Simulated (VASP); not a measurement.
# SrCl2 (Fm-3m) in VASP: further runs

One crystal, SrCl2, is run at these levels: PBE, HSE06; tasks: single point.

Program: VASP 6.6.1. These are calculated values, not measurements. Logs are shortened: lines on timing, memory, paths and dates and some standing lists are left out, and cuts for length are marked.

### Step 1. The crystal as given

It takes space group Fm-3m (No. 225, cubic). The conventional cell has a = 6.995 Å, b = 6.995 Å, c = 6.995 Å, α = 90.00°, β = 90.00°, γ = 90.00°. Sr (site symmetry m-3m) is surrounded by 8 Cl at 3.03 Å. Cl (site symmetry -43m) has 4 Sr at 3.03 Å as nearest neighbours.

The cell was built by a generator and needn't be a form met in nature.

### Step 2. Single point, PBE

The input, INCAR:

```
ALGO     = Normal         # electronic algorithm
EDIFF    = 1E-7           # SCF threshold, eV
ENCUT    = 520            # plane-wave cutoff, eV
GGA      = PE             # functional
ISIF     = 2              # what is computed and relaxed
ISMEAR   = 0              # smearing method
LASPH    = True           # aspherical terms in the spheres
LCHARG   = False          # write CHGCAR
LREAL    = False          # projectors in reciprocal space
LWAVE    = False          # write WAVECAR
NBANDS   = 19             # bands
NELM     = 100            # most SCF steps
PREC     = Accurate       # precision mode
SIGMA    = 0.01           # smearing width, eV
```

The input, KPOINTS:

```
k-points
0
Gamma
  4 4 4
```

The input, POSCAR:

```
SrCl2
1.0
    0.0000000000      3.4977180859      3.4977180859
    3.4977180859      0.0000000000      3.4977180859
    3.4977180859      3.4977180859      0.0000000000
Sr Cl
1 2
Direct
    0.0000000000      0.0000000000      0.0000000000
    0.2500000000      0.2500000000      0.2500000000
    0.7500000000      0.7500000000      0.7500000000
```

Potentials or basis: VASP PAW PBE potentials, release 64 (Sr_sv, Cl).

Started as:

```console
$ cat potpaw_PBE.64/Sr_sv/POTCAR potpaw_PBE.64/Cl/POTCAR > POTCAR
$ mpirun -np 1 vasp_std > vasp.out
```

OUTCAR:

```text
EDIFF = 1E-7
   ENCUT = 520
   GGA = PE
   ISIF = 2
   ISMEAR = 0
   LASPH = True
   LREAL = False
   NELM = 100
   PREC = Accurate

 ion  position               nearest neighbor table
   1  0.000  0.000  0.000-   3 3.03   3 3.03   3 3.03   2 3.03   2 3.03   2 3.03   3 3.03   2 3.03

   2  0.250  0.250  0.250-   1 3.03   1 3.03   1 3.03   1 3.03
   3  0.750  0.750  0.750-   1 3.03   1 3.03   1 3.03   1 3.03

  LATTYP: Found a face centered cubic cell.
 ALAT       =     6.9954361718

  Lattice vectors:

 A1 = (   0.0000000000,   3.4977180859,   3.4977180859)
 A2 = (   3.4977180859,   0.0000000000,   3.4977180859)
 A3 = (   3.4977180859,   3.4977180859,   0.0000000000)

Analysis of symmetry for initial positions (statically):
=====================================================================
 Subroutine PRICEL returns:
 Original cell was already a primitive cell.

 Routine SETGRP: Setting up the symmetry group for a
 face centered cubic supercell.

 Subroutine GETGRP returns: Found 48 space group operations
 (whereof 48 operations were pure point group operations)
 out of a pool of 48 trial point group operations.

The static configuration has the point symmetry O_h .

Analysis of symmetry for dynamics (positions and initial velocities):
=====================================================================
 Subroutine PRICEL returns:
 Original cell was already a primitive cell.

 Routine SETGRP: Setting up the symmetry group for a
 face centered cubic supercell.

 Subroutine GETGRP returns: Found 48 space group operations
 (whereof 48 operations were pure point group operations)
 out of a pool of 48 trial point group operations.

The dynamic configuration has the point symmetry O_h .

 Subroutine INISYM returns: Found 48 space group operations
 (whereof 48 operations are pure point group operations),
 and found     1 'primitive' translations

----------------------------------------------------------------------------------------

                                     Primitive cell

  volume of cell :      85.5824

  direct lattice vectors                    reciprocal lattice vectors
     0.000000000  3.497718086  3.497718086    -0.142950343  0.142950343  0.142950343
     3.497718086  0.000000000  3.497718086     0.142950343 -0.142950343  0.142950343
     3.497718086  3.497718086  0.000000000     0.142950343  0.142950343 -0.142950343

  length of vectors
     4.946520354  4.946520354  4.946520354     0.247597257  0.247597257  0.247597257

  position of ions in fractional coordinates (direct lattice)
     0.000000000  0.000000000  0.000000000
     0.250000000  0.250000000  0.250000000
     0.750000000  0.750000000  0.750000000

  ion indices of the primitive-cell ions
   primitive index   ion index
                 1           1
                 2           2
                 3           3

----------------------------------------------------------------------------------------

 KPOINTS: k-points

Automatic generation of k-mesh.
 Grid dimensions read from file:
 generate k-points for:    4    4    4

 Generating k-lattice:

  Cartesian coordinates                     Fractional coordinates (reciprocal lattice)
    -0.035737586  0.035737586  0.035737586     0.250000000  0.000000000  0.000000000
     0.035737586 -0.035737586  0.035737586     0.000000000  0.250000000  0.000000000
     0.035737586  0.035737586 -0.035737586     0.000000000  0.000000000  0.250000000

  Length of vectors
     0.061899314  0.061899314  0.061899314

  Shift w.r.t. Gamma in fractional coordinates (k-lattice)
     0.000000000  0.000000000  0.000000000

 Subroutine IBZKPT returns following result:
 ===========================================

 Found      8 irreducible k-points:

 Following reciprocal coordinates:
            Coordinates               Weight
  0.000000  0.000000  0.000000      1.000000
  0.250000  0.000000  0.000000      8.000000
  0.500000  0.000000  0.000000      4.000000
  0.250000  0.250000  0.000000      6.000000
  0.500000  0.250000  0.000000     24.000000
 -0.250000  0.250000  0.000000     12.000000
  0.500000  0.500000  0.000000      3.000000
 -0.250000  0.500000  0.250000      6.000000
   k-points           NKPTS =      8   k-points in BZ     NKDIM =      8   number of bands    NBANDS=     19
   number of dos      NEDOS =    301   number of ions     NIONS =      3
   total plane-waves  NPLWV =  64000
   dimension x,y,z NGX =    40 NGY =   40 NGZ =   40
   dimension x,y,z NGXF=    80 NGYF=   80 NGZF=   80
   ions per type =               1   2
   NGX,Y,Z   is equivalent  to a cutoff of  13.44, 13.44, 13.44 a.u.
   NGXF,Y,Z  is equivalent  to a cutoff of  26.89, 26.89, 26.89 a.u.
 SYSTEM =  unknown system
   PREC   = accura    normal or accurate (medium, high low for compatibility)
   ISTART =      0    job   : 0-new  1-cont  2-samecut
   ICHARG =      2    charge: 1-file 2-atom 10-const
   ISPIN  =      1    spin polarized calculation?
   LNONCOLLINEAR =      F non collinear calculations
   LSORBIT =      F    spin-orbit coupling
   LASPH  =      T    aspherical Exc in radial PAW
   ENCUT  =  520.0 eV  38.22 Ry    6.18 a.u.   9.20  9.20  9.20*2*pi/ulx,y,z
   NELM   =    100;   NELMIN=  2; NELMDL= -5     # of ELM steps
   EDIFF  = 0.1E-06   stopping-criterion for ELM
   LREAL  =      F    real-space projection
   EDIFFG = 0.1E-05   stopping-criterion for IOM
   NSW    =      0    number of steps for IOM
   IBRION =     -1    ionic relax: 0-MD 1-quasi-New 2-CG
   NFREE  =      0    steps in history (QN), initial steepest desc. (CG)
   ISIF   =      2    stress and relaxation
   ISYM   =      2    0-nonsym 1-usesym 2-fastsym
   POTIM  = 0.5000    time-step for ionic-motion
   TEBEG  =    0.0;   TEEND  =   0.0 temperature during run
   PSTRESS=    0.0 pullay stress
   NELECT =      24.0000    total number of electrons
   NUPDOWN=      -1.0000    fix difference up-down
   EMIN   =  10.00;   EMAX   =-10.00  energy-range for DOS
   EFERMI =   0.00;   METHOD = LEGACY
   ISMEAR =     0;   SIGMA  =   0.01  broadening in eV -4-tet -1-fermi 0-gaus
   EFERMI_NEDOS =   21; number of points for ismear=-14 and -15
   IALGO  =     38    algorithm
   IMIX   =      4    mixing-type and parameters
     AMIX     =   0.40;   BMIX     =  1.00
     AMIX_MAG =   1.60;   BMIX_MAG =  1.00
  volume/ion in A,a.u.               =      28.53       192.51
  Fermi-wavevector in a.u.,A,eV,Ry     =   1.071562  2.024958 15.622809  1.148244
  Thomas-Fermi vector in A             =   2.207306
   LORBIT       =      0    0 simple, 1 ext, 2 COOP (PROOUT), +10 PAW based schemes
   GGA     = PE    functional components
   LHFCALC =     F    Hartree Fock is set to
   AEXX    =    0.0000 exact exchange contribution
   IVDW    =     0    specifies the selected vdW correction
   LEPSILON=     F    determine dielectric tensor
   LRPA    =     F    only Hartree local field effects (RPA)
 non-spin polarized calculation
 Gauss-broadening in eV      SIGMA  =   0.01
  energy-cutoff  :      520.00
  volume of cell :       85.58
 maximum number of plane-waves:      2332
 NGX is ok and might be reduce to    40
   NGX = 19   NGY = 19   NGZ = 19

 number of electron      24.0000002 magnetization

 Free energy of the ion-electron system (eV)
  ---------------------------------------------------
  ext. energy  EPLUGINS =         0.00000000
  ---------------------------------------------------
  free energy    TOTEN  =       -12.78644160 eV

  energy without entropy =      -12.78644160  energy(sigma->0) =      -12.78644160

 E-fermi :   0.1596     XC(G=0):  -8.2483

 val. band max:        0.1001109500   @ k =   0.5000   0.5000   0.0000
 cond. band min:       5.4071262663   @ k =   0.0000   0.0000   0.0000
 fundamental gap:      5.3070153163
 Fermi energy:         0.1595849415

 k-point     1 :       0.0000    0.0000    0.0000
  band No.  band energies     occupation
      1     -32.8135      2.00000
      2     -14.8017      2.00000
      3     -14.8017      2.00000
      4     -14.8017      2.00000
      5     -13.1803      2.00000
      6     -12.3467      2.00000
      7      -1.9979      2.00000
      8      -1.9979      2.00000
      9      -1.9979      2.00000
     10      -0.2340      2.00000
     11      -0.2340      2.00000
     12      -0.2340      2.00000
     13       5.4071      0.00000
     14       6.1994      0.00000
     15       6.1994      0.00000
     16       9.1219      0.00000
     17       9.1219      0.00000
     18       9.1219      0.00000
     19       9.3660      0.00000

 k-point     2 :       0.2500    0.0000    0.0000
  band No.  band energies     occupation
      1     -32.8120      2.00000
      2     -14.9544      2.00000
      3     -14.8083      2.00000
      4     -14.8083      2.00000
      5     -12.9142      2.00000
      6     -12.4454      2.00000
      7      -1.7840      2.00000
      8      -1.7840      2.00000
      9      -1.6384      2.00000
     10      -0.8125      2.00000
     11      -0.5346      2.00000
     12      -0.5346      2.00000
     13       6.5170      0.00000
     14       6.5779      0.00000
     15       6.5779      0.00000
     16       7.8700      0.00000
     17       8.6991      0.00000
     18       8.6991      0.00000
     19       9.6684      0.00000

 k-point     3 :       0.5000    0.0000    0.0000
  band No.  band energies     occupation
      1     -32.8105      2.00000
      2     -15.0712      2.00000
      3     -14.8149      2.00000
      4     -14.8149      2.00000
      5     -12.7888      2.00000
      6     -12.4273      2.00000
      7      -1.4428      2.00000
      8      -1.4428      2.00000
      9      -1.3824      2.00000
     10      -1.2035      2.00000
     11      -0.9372      2.00000
     12      -0.9372      2.00000
     13       6.8046      0.00000
     14       6.8046      0.00000
     15       7.5788      0.00000
     16       7.9584      0.00000
     17       8.6829      0.00000
     18       8.6829      0.00000
     19       8.8229      0.00000

 k-point     4 :       0.2500    0.2500    0.0000
  band No.  band energies     occupation
      1     -32.8115      2.00000
      2     -14.9893      2.00000
      3     -14.8174      2.00000
      4     -14.8174      2.00000
      5     -12.8001      2.00000
      6     -12.5000      2.00000
      7      -1.9015      2.00000
      8      -1.9015      2.00000
      9      -1.6043      2.00000
     10      -1.0819      2.00000
     11      -0.2280      2.00000
     12      -0.2280      2.00000
     13       6.1481      0.00000
     14       6.7542      0.00000
     15       6.8598      0.00000
     16       8.1751      0.00000
     17       8.1751      0.00000
     18       8.5246      0.00000
     19       9.1512      0.00000

 k-point     5 :       0.5000    0.2500    0.0000
  band No.  band energies     occupation
      1     -32.8100      2.00000
      2     -15.0503      2.00000
      3     -14.8874      2.00000
      4     -14.8240      2.00000
      5     -12.6333      2.00000
      6     -12.5070      2.00000
      7      -2.1700      2.00000
      8      -1.7776      2.00000
      9      -1.6526      2.00000
     10      -0.5658      2.00000
     11      -0.4727      2.00000
     12      -0.3613      2.00000
     13       6.1939      0.00000
     14       7.1689      0.00000
     15       7.4412      0.00000
     16       7.6798      0.00000
     17       8.2673      0.00000
     18       8.9689      0.00000
     19       9.7226      0.00000

 k-point     6 :      -0.2500    0.2500    0.0000
  band No.  band energies     occupation
      1     -32.8105      2.00000
      2     -14.9992      2.00000
      3     -14.9048      2.00000
      4     -14.8149      2.00000
      5     -12.6740      2.00000
      6     -12.5196      2.00000
      7      -2.0535      2.00000
      8      -1.5585      2.00000
      9      -1.2486      2.00000
     10      -1.1537      2.00000
     11      -0.9459      2.00000
     12      -0.1694      2.00000
     13       6.3644      0.00000
     14       6.9549      0.00000
     15       7.2395      0.00000
     16       7.9543      0.00000
     17       8.5893      0.00000
     18       8.6004      0.00000
     19       9.9590      0.00000

 k-point     7 :       0.5000    0.5000    0.0000
  band No.  band energies     occupation
      1     -32.8095      2.00000
      2     -15.1299      2.00000
      3     -14.8332      2.00000
      4     -14.8332      2.00000
      5     -12.6432      2.00000
      6     -12.4485      2.00000
      7      -2.6225      2.00000
      8      -1.7585      2.00000
      9      -1.7585      2.00000
     10      -0.2973      2.00000
     11      -0.2973      2.00000
     12       0.1001      2.00000
     13       5.6090      0.00000
     14       7.1166      0.00000
     15       7.6809      0.00000
     16       8.0814      0.00000
     17       8.0814      0.00000
     18       8.7310      0.00000
     19       9.9526      0.00000

 k-point     8 :      -0.2500    0.5000    0.2500
  band No.  band energies     occupation
      1     -32.8095      2.00000
      2     -14.9895      2.00000
      3     -14.9895      2.00000
      4     -14.8335      2.00000
      5     -12.5381      2.00000
      6     -12.5381      2.00000
      7      -2.3386      2.00000
      8      -2.1029      2.00000
      9      -1.0991      2.00000
     10      -1.0991      2.00000
     11      -0.2105      2.00000
     12      -0.0004      2.00000
     13       6.3254      0.00000
     14       7.0933      0.00000
     15       7.2997      0.00000
     16       7.2997      0.00000
     17       8.1976      0.00000
     18       9.5331      0.00000
     19      10.7105      0.00000

------------------------ aborting loop because EDIFF is reached ----------------------------------------

  FORCE on cell =-STRESS in cart. coord.  units (eV):
  Direction    XX          YY          ZZ          XY          YZ          ZX
  --------------------------------------------------------------------------------------
  -------------------------------------------------------------------------------------
  Total        0.4126215      0.4126215      0.4126215      0.0000000     -0.0000000      0.0000000
  in kB        7.7246354      7.7246354      7.7246354      0.0000000     -0.0000000      0.0000000
  external PRESSURE =       7.7246354 kB  Pullay stress =       0.0000000 kB

 VOLUME and BASIS-vectors are now :
 -----------------------------------------------------------------------------
  energy-cutoff  :      520.00
  volume of cell :       85.58
      direct lattice vectors                 reciprocal lattice vectors
     0.000000000  3.497718086  3.497718086    -0.142950343  0.142950343  0.142950343
     3.497718086  0.000000000  3.497718086     0.142950343 -0.142950343  0.142950343
     3.497718086  3.497718086  0.000000000     0.142950343  0.142950343 -0.142950343

 POSITION                                       TOTAL-FORCE (eV/Angst)
 -----------------------------------------------------------------------------------
      0.00000      0.00000      0.00000         0.000000      0.000000      0.000000
      1.74886      1.74886      1.74886        -0.000000      0.000000     -0.000000
      5.24658      5.24658      5.24658        -0.000000     -0.000000     -0.000000
 -----------------------------------------------------------------------------------
    total drift:                               -0.000000     -0.000000      0.000000

  FREE ENERGIE OF THE ION-ELECTRON SYSTEM (eV)
  ---------------------------------------------------
  free  energy   TOTEN  =       -12.7864415971 eV

  energy  without entropy=      -12.7864415971  energy(sigma->0) =      -12.78644160
```

It took 19 s on 1 thread of Intel Xeon Platinum 8488C (Sapphire Rapids), shared host; peak memory 0.23 GiB.

Results:

- Free energy: -12.7864 eV
- Pressure: 0.8 GPa
- Band gap on the k mesh: 5.31 eV, indirect (least direct gap 5.51 eV)

[end of part 1 of 2]
